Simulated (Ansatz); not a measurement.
# MoS2: consecutive steps of a trajectory

Level of theory: DFT PBE+D3(BJ), scalar-relativistic, plane waves, PAW (Ansatz). The runs took a 420 eV cutoff, a Γ-centred 3×3×3 mesh and Fermi–Dirac smearing (0.095 eV). The mesh is coarse. No spin polarisation.

39 atoms, starting at 1.03 times the perfect crystal's volume (space group R-3m, not the usual structure); Langevin thermostat at 1100 K (friction 0.02 fs⁻¹), fixed cell; 32 steps of 3 fs. The run is short and not equilibrated. The crystal has no gap, and so coarse a mesh can leave errors of tens of meV/atom and of a GPa or more.

Positions in Å, velocities in 0.01 Å/fs, forces in eV/Å; dE is the potential energy from the first frame shown.

```xyz
39
Lattice="4.7467 -4.5675 6.0179 1.5822 6.3946 6.0179 -6.3290 -1.8270 6.0179" Properties=species:S:1:pos:R:3:v100:R:3:forces:R:3 pbc="T T T" time_fs=33.00 dE_eV=0.0000 T_K=713
Mo   -2.9907   -1.8287    6.0441    0.6195    0.2669   -0.0565    1.2253    0.2936    0.3045
Mo   -0.0831   -0.0812   18.1035   -0.3862    0.1568    0.0051   -0.1228    0.8483   -2.3033
Mo    0.0575   -1.7886    6.0776    0.3289   -0.1297    0.1879   -0.4725   -0.5207   -0.8345
Mo    0.0182   -3.5723   12.0462   -0.0624    0.4260   -0.2151   -0.0078    1.1066    0.1404
Mo   -1.6155    0.8061    5.9574   -0.1099   -0.0459   -0.2724   -0.6641    1.4567   -0.8647
Mo   -1.5759   -0.9981   11.9799    0.0716   -0.3735   -0.2668   -0.0619    0.2221    0.3512
Mo   -3.1527    1.8157   12.0498    0.0031   -0.0661    0.2907   -0.3021    0.5566    0.8993
Mo    3.1981   -1.8663    6.0884    0.2649    0.0657    0.1647   -0.7528   -0.8729   -0.3512
Mo    1.5708    1.0299    5.9576   -0.2160    0.0542   -0.1479    0.3362    0.5875   -0.6268
Mo    1.4922   -0.9830   12.0677   -0.0475   -0.2202   -0.3539    0.1317   -0.8396   -1.1087
Mo    0.0747    3.6046    5.9743    0.1667   -0.1129   -0.2885   -0.0072    0.7381   -1.4244
Mo   -0.1434    1.7337   12.0707   -0.3144   -0.2212    0.1476    0.7232    1.0363    0.5400
Mo    3.2843    1.8478   11.9508    0.3323    0.1635   -0.2432    0.7197    0.8429    0.7363
S     2.9858   -0.0252   13.6466   -0.5433   -0.3736    0.1066    1.4713    0.3501   -1.1809
S    -0.0399   -0.1544   13.5443   -0.5151    0.3025    0.6554   -0.4539    1.2242    1.6247
S     1.4616    4.5965    7.5320    0.3518   -0.5775    0.0215    1.0370   -0.8650    1.6676
S    -0.0448   -3.5214    7.6083    0.5857   -0.5916   -0.0845    0.5965   -1.3607   -0.3469
S     3.2260   -3.8238    7.6575    0.3183   -0.1670   -0.1728   -0.7733    1.4543    0.2900
S    -1.3613   -0.6628    7.5998   -0.1156    0.4053    0.9425   -1.0144   -1.9719    1.6764
S    -3.2189    1.7580    7.6788   -0.5720    0.1728   -0.5486    0.8158    0.6649   -0.9173
S    -1.5503    2.7445   13.7534   -0.0939   -0.0175   -0.2845   -0.0583    0.1821   -1.0615
S    -4.6436   -0.7947    7.5789    0.5320    0.2713   -0.3468   -0.4558   -1.5080   -0.4846
S     1.5411   -0.7442    7.6099    0.4253    0.8383    0.0365    0.6513   -0.6703   -0.1047
S    -1.6560   -2.7988   13.7235    0.1614   -0.5387   -0.0704    0.5594    0.5499   -0.9649
S    -0.0215    1.8367    7.5059   -0.2315    0.4442   -0.5928   -0.1245    0.3941    0.5841
S     3.1254    1.6785    7.5075    0.1788    0.4044    0.8381    0.6482    1.7271    0.9857
S    -3.1753   -1.7623   10.3628   -0.0308    0.4098    0.4298   -0.0971   -0.4294    0.8032
S     0.0602   -0.0119    4.5283   -0.4869    0.2216   -0.7044   -0.5585    0.1862   -2.0074
S    -0.0486   -1.7798   10.4390    0.8299   -0.3125   -0.3159    0.5459   -0.1873   -1.2321
S     1.8627    2.8569    4.2702   -0.4617   -0.0068   -0.0324   -2.1168   -0.3719    0.9937
S    -1.6228    1.1774   10.4696    0.2244    0.0306   -0.4553    0.5281   -2.0030   -1.1246
S     4.7916    0.8912   10.3357    0.2902   -0.3439   -0.2416    0.2473    0.3120    0.7912
S     1.6363   -2.7004    4.3352    0.4299    0.3205   -0.4228   -0.1797   -0.1543    1.2890
S     3.1115   -1.7938   10.3924   -0.1280    0.0299    0.1307    0.4236   -0.1336    0.7931
S     1.6666    1.0016   10.4288   -0.2783   -0.1094    0.3583   -0.9183   -0.8127    0.9343
S    -2.9514    3.8629   10.4940    0.3600    1.2137    0.4120   -1.5107   -0.8442    0.4974
S     0.1449    3.5483   10.4345    0.4250    0.3575    0.1827   -0.4221    0.7268    0.7061
S    -1.6478   -4.3655   10.5075    1.1617   -0.1026    0.2526    0.6993   -1.4804   -0.3750
S    -3.1539    0.0650    4.3458    0.3696   -0.0774    0.4211   -0.2852   -0.4346    0.7053
39
Lattice="4.7467 -4.5675 6.0179 1.5822 6.3946 6.0179 -6.3290 -1.8270 6.0179" Properties=species:S:1:pos:R:3:v100:R:3:forces:R:3 pbc="T T T" time_fs=36.00 dE_eV=-0.2554 T_K=657
Mo   -2.9724   -1.8220    6.0438    0.6034    0.1826    0.0375    1.3895    0.2379    0.4576
Mo   -0.0943   -0.0784   18.1017   -0.3557    0.0223   -0.1246    0.0329    0.6302   -2.2890
Mo    0.0648   -1.7923    6.0826    0.1558   -0.1155    0.1499   -0.5395   -0.1936   -0.7806
Mo    0.0122   -3.5588   12.0397   -0.3360    0.4714   -0.2168    0.0351    1.1520    0.2031
Mo   -1.6174    0.8066    5.9498   -0.0172    0.0821   -0.2262   -0.4931    1.2511   -0.5574
Mo   -1.5779   -1.0101   11.9714   -0.2043   -0.4270   -0.3005    0.1686    0.3891    0.6552
Mo   -3.1521    1.8145   12.0575    0.0385   -0.0160    0.2164   -0.2752    0.4475    0.7035
Mo    3.2077   -1.8657    6.0946    0.3747   -0.0230    0.2451   -0.7501   -0.9423   -0.6079
Mo    1.5644    1.0307    5.9519   -0.2124    0.0033   -0.2302    0.4642    0.6703   -0.4322
Mo    1.4894   -0.9894   12.0580   -0.1422   -0.2064   -0.2864   -0.1114   -0.6601   -0.7581
Mo    0.0809    3.6022    5.9664    0.2473   -0.0393   -0.2362    0.0823    0.8620   -1.4196
Mo   -0.1521    1.7288   12.0752   -0.2597   -0.1036    0.1476    0.7512    1.0696    0.4909
Mo    3.2941    1.8535   11.9443    0.3218    0.2123   -0.1893    0.7257    0.8294    0.7192
S     2.9733   -0.0325   13.6496   -0.2899   -0.1129    0.0895    1.5690    0.4334   -1.2668
S    -0.0526   -0.1419   13.5642   -0.3274    0.5191    0.6502   -0.2897    0.9981    1.1545
S     1.4730    4.5802    7.5335    0.4031   -0.5004    0.0724    0.9357   -0.6306    1.5288
S    -0.0258   -3.5378    7.6031    0.6747   -0.4928   -0.2679    0.5356   -1.2135   -0.4061
S     3.2391   -3.8276    7.6567    0.5438   -0.0876    0.1228   -0.9259    1.4987    0.3961
S    -1.3634   -0.6548    7.6270   -0.0196    0.1260    0.8524   -0.8673   -1.8930    1.2070
S    -3.2327    1.7630    7.6600   -0.3416    0.1652   -0.6936    0.9838    0.6754   -0.6612
S    -1.5513    2.7442   13.7474    0.0234    0.0009   -0.1128   -0.0405    0.2390   -0.9879
S    -4.6291   -0.7860    7.5652    0.4306    0.3056   -0.5608   -0.5491   -1.5908   -0.4219
S     1.5510   -0.7213    7.6138    0.2318    0.6740    0.2229    0.5785   -0.8811   -0.2044
S    -1.6526   -2.8118   13.7168    0.0640   -0.3187   -0.3673    0.5857    0.6859   -0.8316
S    -0.0243    1.8498    7.4863    0.0435    0.4207   -0.7089   -0.1675    0.2438    0.8118
S     3.1334    1.6897    7.5334    0.3457    0.3305    0.8577    0.4898    1.5429    0.4444
S    -3.1718   -1.7496   10.3759    0.2569    0.4283    0.4408   -0.1371   -0.6046    0.6106
S     0.0471   -0.0018    4.5056   -0.3737    0.4492   -0.7874   -0.3684    0.0474   -1.6468
S    -0.0273   -1.7886   10.4269    0.5761   -0.2722   -0.4910    0.2855   -0.0576   -1.2287
S     1.8506    2.8535    4.2716   -0.3317   -0.2125    0.1279   -1.9441   -0.2620    1.0129
S    -1.6152    1.1774   10.4613    0.2763   -0.0235   -0.0902    0.3807   -1.9211   -0.9962
S     4.7987    0.8813   10.3316    0.1762   -0.3167   -0.0360    0.2099    0.4084    0.7648
S     1.6441   -2.6913    4.3181    0.0958    0.2824   -0.7055   -0.1667   -0.2010    1.4973
S     3.1096   -1.7973   10.3975   -0.0009   -0.2577    0.2108    0.4230   -0.1026    0.7280
S     1.6621    0.9959   10.4394   -0.0154   -0.2709    0.3438   -0.8514   -0.7226    0.9173
S    -2.9426    3.8966   10.5066    0.2224    1.0216    0.4276   -1.6049   -1.1032    0.4112
S     0.1600    3.5596   10.4389    0.5779    0.3868    0.1071   -0.4624    0.6002    0.6976
S    -1.6153   -4.3686   10.5134    0.9846   -0.1022    0.1382    0.2613   -1.5160   -0.4238
S    -3.1475    0.0591    4.3586    0.0499   -0.3166    0.4186   -0.3437   -0.4163    0.5083
39
Lattice="4.7467 -4.5675 6.0179 1.5822 6.3946 6.0179 -6.3290 -1.8270 6.0179" Properties=species:S:1:pos:R:3:v100:R:3:forces:R:3 pbc="T T T" time_fs=39.00 dE_eV=-0.4509 T_K=662
Mo   -2.9566   -1.8172    6.0450    0.4558    0.1321    0.0457    1.5791    0.1490    0.6118
Mo   -0.1053   -0.0798   18.0957   -0.3753   -0.1135   -0.2731    0.1454    0.4627   -2.1346
Mo    0.0716   -1.7946    6.0855    0.2974   -0.0325    0.0399   -0.5786    0.0761   -0.6886
Mo    0.0049   -3.5426   12.0340   -0.1494    0.6109   -0.1637    0.0677    1.2097    0.1644
Mo   -1.6182    0.8105    5.9439   -0.0338    0.1680   -0.1648   -0.3341    0.9745   -0.2993
Mo   -1.5840   -1.0210   11.9645   -0.1952   -0.2969   -0.1544    0.4508    0.5512    0.9331
Mo   -3.1511    1.8148   12.0640    0.0260    0.0306    0.2148   -0.2806    0.3717    0.5998
Mo    3.2176   -1.8657    6.0994    0.2830    0.0161    0.0712   -0.7587   -1.0053   -0.8546
Mo    1.5579    1.0317    5.9446   -0.2202    0.0609   -0.2526    0.5948    0.6931   -0.2468
Mo    1.4877   -0.9978   12.0498    0.0221   -0.3507   -0.2545   -0.2940   -0.5041   -0.4869
Mo    0.0889    3.5997    5.9592    0.2864   -0.1272   -0.2421    0.1782    0.9959   -1.3885
Mo   -0.1599    1.7265   12.0806   -0.2631   -0.0532    0.2159    0.8565    1.1417    0.5020
Mo    3.3048    1.8591   11.9390    0.3917    0.1612   -0.1659    0.7141    0.8352    0.7343
S     2.9718   -0.0304   13.6541    0.1928    0.2548    0.2017    1.5345    0.3982   -1.3924
S    -0.0640   -0.1244   13.5815   -0.4233    0.6357    0.4870   -0.1214    0.7413    0.7539
S     1.4842    4.5670    7.5392    0.3411   -0.3691    0.2982    0.8318   -0.4338    1.3458
S    -0.0067   -3.5534    7.5978    0.5989   -0.5393   -0.0885    0.4813   -1.0639   -0.4640
S     3.2507   -3.8324    7.6618    0.2290   -0.2315    0.2177   -1.0071    1.5482    0.3762
S    -1.3668   -0.6559    7.6521   -0.2018   -0.1887    0.7970   -0.7479   -1.7492    0.7452
S    -3.2389    1.7654    7.6381   -0.0676   -0.0094   -0.7526    1.1179    0.6981   -0.3543
S    -1.5503    2.7418   13.7434    0.0437   -0.1580   -0.1521   -0.0441    0.3112   -0.9102
S    -4.6128   -0.7788    7.5480    0.6551    0.1721   -0.5813   -0.6659   -1.6321   -0.3450
S     1.5598   -0.7006    7.6188    0.3564    0.6998    0.1035    0.5373   -1.0756   -0.3124
S    -1.6444   -2.8173   13.7045    0.4841   -0.0462   -0.4432    0.5654    0.7633   -0.6377
S    -0.0246    1.8576    7.4621   -0.0666    0.0955   -0.8885   -0.2138    0.1277    1.1283
S     3.1438    1.7002    7.5616    0.3412    0.3671    1.0024    0.3012    1.3827   -0.0762
S    -3.1657   -1.7379   10.3872    0.1493    0.3447    0.2989   -0.2142   -0.7871    0.4078
S     0.0376    0.0061    4.4816   -0.2567    0.0732   -0.8004   -0.2043   -0.0510   -1.2950
S    -0.0160   -1.7927   10.4092    0.1680    0.0030   -0.6779    0.1433    0.0393   -1.1187
S     1.8398    2.8474    4.2747   -0.3823   -0.1861    0.0808   -1.7699   -0.1445    0.9843
S    -1.6029    1.1770   10.4618    0.5326   -0.0037    0.1230    0.1794   -1.8632   -1.0161
S     4.8017    0.8713   10.3329    0.0285   -0.3433    0.1193    0.1954    0.4747    0.6493
S     1.6463   -2.6885    4.3002    0.0520   -0.0919   -0.4807   -0.1016   -0.2094    1.6922
S     3.1105   -1.8085   10.4037    0.0642   -0.4894    0.1992    0.4017   -0.0038    0.6503
S     1.6620    0.9859   10.4484    0.0101   -0.3893    0.2566   -0.8036   -0.6212    0.9200
S    -2.9389    3.9287   10.5228    0.0225    1.1057    0.6442   -1.6725   -1.3507    0.2758
S     0.1791    3.5706   10.4456    0.6934    0.3399    0.3391   -0.5461    0.4649    0.6404
S    -1.5870   -4.3746   10.5131    0.8867   -0.3035   -0.1585   -0.1316   -1.5278   -0.4153
S    -3.1435    0.0514    4.3733    0.2149   -0.1935    0.5536   -0.3859   -0.3875    0.3219
```

Task: What is the next frame? The thermostat's random kicks make it one of many possible.

Result:
```xyz
39
Lattice="4.7467 -4.5675 6.0179 1.5822 6.3946 6.0179 -6.3290 -1.8270 6.0179" Properties=species:S:1:pos:R:3:v100:R:3:forces:R:3 pbc="T T T" time_fs=42.00 dE_eV=-0.6344 T_K=729
Mo   -2.9439   -1.8102    6.0466    0.3933    0.3372    0.0618    1.7698    0.0017    0.7272
Mo   -0.1141   -0.0796   18.0873   -0.2123    0.1244   -0.2843    0.2029    0.3040   -1.8320
Mo    0.0795   -1.7955    6.0863    0.2283   -0.0235    0.0155   -0.6149    0.2899   -0.5494
Mo   -0.0022   -3.5241   12.0284   -0.3241    0.6201   -0.2090    0.1158    1.2325    0.0804
Mo   -1.6183    0.8146    5.9380    0.0315    0.1051   -0.2256   -0.1801    0.6750   -0.0700
Mo   -1.5862   -1.0304   11.9606    0.0512   -0.3242   -0.1006    0.6591    0.7011    1.1018
Mo   -3.1525    1.8185   12.0726   -0.1196    0.2178    0.3599   -0.2656    0.2739    0.4562
Mo    3.2290   -1.8631    6.1036    0.4753    0.1575    0.2063   -0.7853   -1.0528   -1.0589
Mo    1.5536    1.0333    5.9361   -0.0625    0.0443   -0.3131    0.6882    0.6591   -0.1157
Mo    1.4882   -1.0068   12.0433    0.0127   -0.2481   -0.1787   -0.4363   -0.3574   -0.2742
Mo    0.0975    3.5982    5.9521    0.2923    0.0293   -0.2345    0.2770    1.0959   -1.2801
Mo   -0.1657    1.7246   12.0876   -0.1244   -0.0690    0.2512    0.9270    1.1951    0.4049
Mo    3.3171    1.8655   11.9346    0.4243    0.2667   -0.1286    0.6401    0.8279    0.7504
S     2.9797   -0.0216   13.6599    0.3279    0.3256    0.1776    1.3982    0.2763   -1.5402
S    -0.0789   -0.1031   13.5960   -0.5623    0.7751    0.4616    0.1092    0.4482    0.4714
S     1.4962    4.5563    7.5494    0.4510   -0.3358    0.3694    0.6985   -0.2563    1.1118
S     0.0116   -3.5689    7.5940    0.6147   -0.4923   -0.1631    0.4235   -0.9077   -0.5359
S     3.2554   -3.8390    7.6704    0.0844   -0.2025    0.3477   -0.9937    1.6041    0.2623
S    -1.3730   -0.6633    7.6755   -0.2072   -0.2991    0.7431   -0.6371   -1.5880    0.3019
S    -3.2381    1.7609    7.6169    0.1257   -0.2836   -0.6465    1.2009    0.7559   -0.0471
S    -1.5474    2.7358   13.7370    0.1483   -0.2353   -0.2716   -0.0737    0.4186   -0.7805
S    -4.5959   -0.7799    7.5287    0.4656   -0.2391   -0.7068   -0.8167   -1.5486   -0.2589
S     1.5684   -0.6802    7.6223    0.2180    0.6501    0.1270    0.5233   -1.2580   -0.4023
S    -1.6288   -2.8159   13.6911    0.5527    0.1433   -0.4409    0.4823    0.7765   -0.4190
S    -0.0265    1.8562    7.4367   -0.0594   -0.1856   -0.7912   -0.2120    0.1197    1.4366
S     3.1559    1.7133    7.5938    0.4550    0.4936    1.1179    0.1055    1.2198   -0.5925
S    -3.1583   -1.7314   10.3941    0.3403    0.0872    0.1544   -0.2921   -0.9242    0.2740
S     0.0276    0.0086    4.4566   -0.3996    0.0918   -0.8511   -0.0137   -0.0774   -0.9511
S    -0.0100   -1.7901   10.3877    0.2313    0.1711   -0.7489    0.0752    0.0548   -0.9137
S     1.8282    2.8455    4.2787   -0.3808    0.0629    0.1784   -1.5930   -0.0626    0.9410
S    -1.5913    1.1722   10.4615    0.2340   -0.3127   -0.1436   -0.0068   -1.7614   -0.9467
S     4.8028    0.8634   10.3390    0.0434   -0.1842    0.2780    0.1803    0.5135    0.4616
S     1.6425   -2.6880    4.2865   -0.3033    0.1238   -0.4287    0.0107   -0.2155    1.8346
S     3.1138   -1.8225   10.4054    0.1478   -0.4332   -0.0894    0.3626    0.1177    0.6146
S     1.6579    0.9675   10.4575   -0.2814   -0.8291    0.3553   -0.6924   -0.4636    0.9473
S    -2.9429    3.9606   10.5375   -0.2890    1.0114    0.3326   -1.6650   -1.5856    0.1489
S     0.1974    3.5801   10.4548    0.5192    0.2890    0.2680   -0.6440    0.3307    0.5501
S    -1.5601   -4.3863   10.5118    0.8878   -0.4752    0.0701   -0.4745   -1.4929   -0.3891
S    -3.1396    0.0411    4.3920    0.0408   -0.4927    0.6864   -0.4531   -0.3401    0.0805
```

Cost: 1 run of about 3 core-hours (earlier runs that led there not counted), on Intel Xeon Processor @ 2.50GHz (Skylake/Cascade Lake) (shared hosts).